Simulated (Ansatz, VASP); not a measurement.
**Two plane-wave programs on MgO**

```
CELL_PARAMETERS angstrom
0.00000 2.13515 2.13515
2.13515 0.00000 2.13515
2.13515 2.13515 0.00000
ATOMIC_POSITIONS crystal
Mg 0.94146 0.05854 0.94146
O 0.50000 0.50000 0.50000
```

Change from the starting cell: all Mg atoms moved -0.250 Å, as atom 1 along Cartesian [0 1 0].

Alike in both runs: task single point; functional PBE; k mesh 10 × 10 × 10; occupations gaussian, width 0.05 eV; no spin polarisation.

|  | VASP | Ansatz |
| --- | --- | --- |
| version | VASP 6.6.1 | Ansatz 0.2.0 |
| potentials or method | VASP PAW PBE potentials, release 64 (Mg, O) | scalar-relativistic, plane waves, PAW |
| plane-wave cutoff (eV) | 520 | 420 |
| valence electrons in the cell | 8 | 16 |

|  | VASP | Ansatz | Ansatz less VASP |
| --- | --- | --- | --- |
| gap on the k mesh at the Fermi level (eV) | 4.33 | 4.34 | +0.017 |
| least direct gap on the mesh (eV) | 4.33 | 4.34 | +0.017 |
| pressure (GPa) | 3.4 | 4.0 | +0.64 |
| largest component of the traceless stress (GPa) | 13.75 | 13.56 | -0.191 |
| rms of the force components (eV/Å) | 0.981 | 0.967 | -0.0137 |

Atom by atom the forces differ by 0.014 eV/Å (rms over components). The functional is the same, so the differences come from potentials, cutoffs and numerics. The two sets of potentials don't hold the same shells in valence.

Caveats: forces of over 1 eV/Å show positions far from the minimum, so gaps and moduli don't describe the material at rest.
